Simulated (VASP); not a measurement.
# LiCl in VASP: one cell, several levels of theory, part 2 of 2

The system is LiCl built on the wurtzite prototype, a generated structure that needn't be the ground state.

VASP 6.6.1, plane waves, PAW. Earlier steps stand in the parts before.

### 3 Single point with r2SCAN

Input file INCAR:

```
ENCUT = 520.000000
SIGMA = 0.010000
EDIFF = 1.00e-07
ALGO = Normal
METAGGA = R2SCAN
PREC = Accurate
IBRION = -1
ISIF = 2
ISMEAR = 0
NBANDS = 18
NELM = 120
NSW = 0
LASPH = .TRUE.
LCHARG = .FALSE.
LWAVE = .FALSE.
LREAL = .FALSE.
```

Input file KPOINTS:

```
KPOINTS created by Atomic Simulation Environment
0
Gamma
12 12 4
0 0 0
```

Input file KPOINTS_OPT:

```
special points
6
Reciprocal
0.0000000000 0.0000000000 0.0000000000 1
0.5000000000 0.0000000000 0.0000000000 1
0.3333333333 0.3333333333 0.0000000000 1
0.0000000000 0.0000000000 0.5000000000 1
0.5000000000 0.0000000000 0.5000000000 1
0.3333333333 0.3333333333 0.5000000000 1
```

Input file POSCAR:

```
Li Cl
 1.0000000000000000
     3.7715172854681720    0.0000000000288676    0.0000000000000000
    -1.8857586427590860    3.2662297800131301    0.0000000000000000
     0.0000000000000000    0.0000000000000000    6.4055669090000000
 Li  Cl
   2   2
Cartesian
 -0.0000000000166669  2.1774865200183759  0.0213083223634784
  1.8857586427257524  1.0887432600236218  3.2240917768634780
 -0.0000000000166669  2.1774865200183759  2.3807792685115210
  1.8857586427257524  1.0887432600236218  5.5835627230115206
```

The run is started by

```sh
$ mpirun -np 1 vasp_std
```

Standard output, without the iteration lines:

```text
POSCAR found type information on POSCAR LiCl
 POSCAR found :  2 types and       4 ions
 -----------------------------------------------------------------------------
|                                                                             |
|                                                                             |
|     You enforced a specific xc type in the INCAR file but a different       |
|     I HOPE YOU KNOW WHAT YOU ARE DOING!                                     |
|                                                                             |
 -----------------------------------------------------------------------------

 LDA part: xc-table for (None), standard interpolation
 POSCAR, INCAR and KPOINTS ok, starting setup
 FFT: planning ... GRIDC
 FFT: planning ... GRID_SOFT
 FFT: planning ... GRID
 WAVECAR not read
 entering main loop
 Start KPOINTS_OPT (optional k-point list driver)
k-point batch [1-6\6]
```

OSZICAR:

```text
N       E                     dE             d eps       ncg     rms          rms(c)
DAV:   1     0.119946948180E+03    0.11995E+03   -0.90942E+03  2052   0.110E+03
DAV:   2    -0.138386421856E+02   -0.13379E+03   -0.12802E+03  2552   0.242E+02
DAV:   3    -0.288729500603E+02   -0.15034E+02   -0.14961E+02  3628   0.688E+01
DAV:   4    -0.293183979062E+02   -0.44545E+00   -0.44357E+00  2974   0.135E+01
DAV:   5    -0.293446856261E+02   -0.26288E-01   -0.26282E-01  3194   0.270E+00    0.348E+00
DAV:   6    -0.251401087854E+02    0.42046E+01   -0.83867E-01  2636   0.665E+00    0.346E+00
DAV:   7    -0.251344961086E+02    0.56127E-02   -0.21688E-01  2740   0.274E+00    0.181E+00
DAV:   8    -0.251483095137E+02   -0.13813E-01   -0.75689E-03  2500   0.719E-01    0.647E-01
DAV:   9    -0.251531057113E+02   -0.47962E-02   -0.70434E-03  2258   0.620E-01    0.108E-01
DAV:  10    -0.251534126719E+02   -0.30696E-03   -0.36841E-04  3010   0.133E-01    0.425E-02
DAV:  11    -0.251534487716E+02   -0.36100E-04   -0.13987E-04  2332   0.752E-02    0.171E-02
DAV:  12    -0.251534536056E+02   -0.48340E-05   -0.10876E-05  3070   0.209E-02    0.526E-03
DAV:  13    -0.251534493938E+02    0.42118E-05   -0.73044E-07  2640   0.784E-03    0.164E-03
DAV:  14    -0.251534485228E+02    0.87096E-06   -0.97048E-08  2040   0.201E-03    0.710E-04
DAV:  15    -0.251534473976E+02    0.11253E-05   -0.12057E-07  1896   0.336E-03    0.773E-04
DAV:  16    -0.251534475075E+02   -0.10992E-06   -0.76907E-09  1384   0.754E-04    0.521E-04
DAV:  17    -0.251534478233E+02   -0.31578E-06   -0.32537E-09  1286   0.628E-04    0.783E-05
DAV:  18    -0.251534478724E+02   -0.49164E-07   -0.26593E-09  1224   0.493E-04
   1 F= -.25153448E+02 E0= -.25153448E+02  d E =-.587139-109
       N       E                     dE             ncg
DAV:   1     0.153672829636E+04   -0.36808E+04      216
DAV:   2     0.767341167267E+03   -0.76939E+03      274
DAV:   3     0.683951001336E+03   -0.83390E+02      376
DAV:   4     0.681495045151E+03   -0.24560E+01      290
DAV:   5     0.681360109635E+03   -0.13494E+00      330
DAV:   6     0.681358918652E+03   -0.11910E-02      302
DAV:   7     0.681358866970E+03   -0.51682E-04      346
DAV:   8     0.681358866555E+03   -0.41518E-06      308
DAV:   9     0.681358866546E+03   -0.82352E-08      242
```

OUTCAR, selected sections:

```text
k-points           NKPTS =     57   k-points in BZ     NKDIM =     57   number of bands    NBANDS=     18

   NELECT =      20.0000    total number of electrons

   dimension x,y,z NGX =    28 NGY =   28 NGZ =   48
   dimension x,y,z NGXF=    56 NGYF=   56 NGZF=   96

  energy-cutoff  :      520.00
  volume of cell :       78.91
      direct lattice vectors                 reciprocal lattice vectors
     3.771517285  0.000000000  0.000000000     0.265145278  0.153081698  0.000000000
    -1.885758643  3.266229780  0.000000000    -0.000000000  0.306163396  0.000000000
     0.000000000  0.000000000  6.405566909     0.000000000  0.000000000  0.156114207

 k-points in reciprocal lattice and weights: KPOINTS created by Atomic Simulation Env
   0.00000000  0.00000000  0.00000000       0.002
   0.08333333 -0.00000000  0.00000000       0.010
   0.16666667 -0.00000000  0.00000000       0.010
   0.25000000  0.00000000  0.00000000       0.010
   0.33333333 -0.00000000  0.00000000       0.010
   0.41666667 -0.00000000  0.00000000       0.010
   0.50000000  0.00000000  0.00000000       0.005
   0.08333333  0.08333333  0.00000000       0.010
[... 49 more k-points ...]

 E-fermi :  -1.1326

 k-point     1 :       0.0000    0.0000    0.0000
  band No.  band energies     occupation
      1     -45.4190      2.00000
      2     -45.4174      2.00000
      3     -14.7374      2.00000
      4     -14.4511      2.00000
      5      -3.5243      2.00000
      6      -1.5723      2.00000
      7      -1.5723      2.00000
      8      -1.4741      2.00000
      9      -1.2877      2.00000
     10      -1.2877      2.00000
     11       5.5510      0.00000
     12       7.9347      0.00000
     13       9.5634      0.00000
     14       9.8249      0.00000
     15       9.8252      0.00000
     16      10.4804      0.00000
     17      10.7724      0.00000
     18      10.7727      0.00000

 k-point     2 :       0.0833   -0.0000    0.0000
  band No.  band energies     occupation
      1     -45.4190      2.00000
      2     -45.4174      2.00000
      3     -14.7179      2.00000
      4     -14.4394      2.00000
      5      -3.4854      2.00000
      6      -1.7026      2.00000
      7      -1.6206      2.00000
      8      -1.4905      2.00000
      9      -1.4318      2.00000
     10      -1.3094      2.00000
     11       5.7174      0.00000
     12       8.1201      0.00000
     13       9.6087      0.00000
     14       9.8537      0.00000
     15       9.9522      0.00000
     16      10.0822      0.00000
     17      10.9202      0.00000
     18      10.9339      0.00000

 k-point     3 :       0.1667   -0.0000    0.0000
  band No.  band energies     occupation
      1     -45.4187      2.00000
      2     -45.4172      2.00000
      3     -14.6628      2.00000
      4     -14.4076      2.00000
      5      -3.3740      2.00000
      6      -2.0486      2.00000
      7      -1.7840      2.00000
      8      -1.7436      2.00000
      9      -1.5404      2.00000
     10      -1.3726      2.00000
     11       6.1340      0.00000
     12       8.4947      0.00000
     13       9.3163      0.00000
     14       9.7177      0.00000
     15      10.1408      0.00000
     16      10.2144      0.00000
     17      10.8950      0.00000
     18      11.3676      0.00000

 k-point     4 :       0.2500    0.0000    0.0000
  band No.  band energies     occupation
      1     -45.4182      2.00000
      2     -45.4170      2.00000
      3     -14.5832      2.00000
      4     -14.3659      2.00000
      5      -3.2146      2.00000
      6      -2.4829      2.00000
      7      -2.1970      2.00000
      8      -1.8964      2.00000
      9      -1.6290      2.00000
     10      -1.4633      2.00000
     11       6.6189      0.00000
     12       8.5056      0.00000
     13       8.6436      0.00000
     14      10.0883      0.00000
     15      10.2691      0.00000
     16      10.3158      0.00000
     17      10.9378      0.00000
     18      11.7155      0.00000

 k-point     5 :       0.3333   -0.0000    0.0000
  band No.  band energies     occupation
      1     -45.4178      2.00000
      2     -45.4168      2.00000
      3     -14.4960      2.00000
      4     -14.3283      2.00000
      5      -3.1386      2.00000
      6      -2.7645      2.00000
      7      -2.5594      2.00000
      8      -2.0370      2.00000
      9      -1.7580      2.00000
     10      -1.5554      2.00000
     11       6.9542      0.00000
     12       7.9003      0.00000
     13       8.5666      0.00000
     14      10.0869      0.00000
     15      10.0951      0.00000
     16      10.6198      0.00000
     17      11.5433      0.00000
     18      12.2940      0.00000

 k-point     6 :       0.4167   -0.0000    0.0000
  band No.  band energies     occupation
      1     -45.4174      2.00000
      2     -45.4167      2.00000
      3     -14.4229      2.00000
      4     -14.3077      2.00000
      5      -3.3179      2.00000
      6      -2.8327      2.00000
      7      -2.6298      2.00000
      8      -2.1337      2.00000
      9      -1.9112      2.00000
     10      -1.6224      2.00000
     11       7.0101      0.00000
     12       7.5082      0.00000
     13       8.6949      0.00000
     14       9.9277      0.00000
     15      10.0682      0.00000
     16      10.8221      0.00000
     17      11.7433      0.00000
     18      13.1022      0.00000

 k-point     7 :       0.5000    0.0000    0.0000
  band No.  band energies     occupation
      1     -45.4172      2.00000
      2     -45.4166      2.00000
      3     -14.3917      2.00000
      4     -14.3042      2.00000
      5      -3.4084      2.00000
      6      -2.9156      2.00000
      7      -2.5316      2.00000
      8      -2.1680      2.00000
      9      -2.0015      2.00000
     10      -1.6468      2.00000
     11       6.9698      0.00000
     12       7.3987      0.00000
     13       8.7738      0.00000
     14       9.8648      0.00000
     15      10.1667      0.00000
     16      10.8255      0.00000
     17      11.6229      0.00000
     18      13.6099      0.00000

[... the tables of k-points 8 to 57 left out ...]

  Total        0.6149802      0.6149802     -0.0783219     -0.0000000      0.0000000      0.0000000
  in kB       12.4868045     12.4868045     -1.5902800     -0.0000000      0.0000000      0.0000000
  external PRESSURE =       7.7944430 kB  Pullay stress =       0.0000000 kB

 POSITION                                       TOTAL-FORCE (eV/Angst)
 -----------------------------------------------------------------------------------
     -0.00000      2.17749      0.02131        -0.000000     -0.000000     -0.000445
      1.88576      1.08874      3.22409         0.000000      0.000000     -0.000445
     -0.00000      2.17749      2.38078        -0.000000     -0.000000      0.000445
      1.88576      1.08874      5.58356         0.000000      0.000000      0.000445
 -----------------------------------------------------------------------------------
    total drift:                               -0.000000     -0.000000     -0.021281

  FREE ENERGIE OF THE ION-ELECTRON SYSTEM (eV)
  ---------------------------------------------------
  free  energy   TOTEN  =       -25.1534478724 eV

  energy  without entropy=      -25.1534478724  energy(sigma->0) =      -25.15344787
```

Wall time 4.6 min (1 MPI rank of Intel Xeon Platinum 8488C, shared host); peak memory 0.25 GiB.

The levels at the points of KPOINTS_OPT are read from vasprun.xml.

Band energies at the special points (eV, zero at the top of v, the last band that the electrons fill by count):

| point | v−1 | v | c | c+1 |
| --- | --- | --- | --- | --- |
| Γ | 0.00 | 0.00 | 6.84 | 9.22 |
| M | -0.71 | -0.36 | 8.26 | 8.69 |
| K | -0.90 | -0.90 | 8.04 | 10.29 |
| A | -0.15 | -0.15 | 8.19 | 8.19 |
| L | -0.63 | -0.63 | 7.99 | 7.99 |
| H | -0.60 | -0.60 | 9.37 | 9.37 |

r2SCAN gives a direct gap of 6.84 eV at Γ. Pressure: 0.78 GPa; the forces vanish within 0.01 eV/Å.

### 4 Results

This closing draws on all 2 parts.

| level | gap (eV) | pressure (GPa) |
| --- | --- | --- |
| PBE | 6.12 | 1.62 |
| r2SCAN | 6.84 | 0.78 |

What this shows: The gap spans 6.12 eV (PBE) to 6.84 eV (r2SCAN). The pressure is highest with PBE (1.6 GPa) and lowest with r2SCAN (0.8 GPa), which orders the cells that they would relax to.
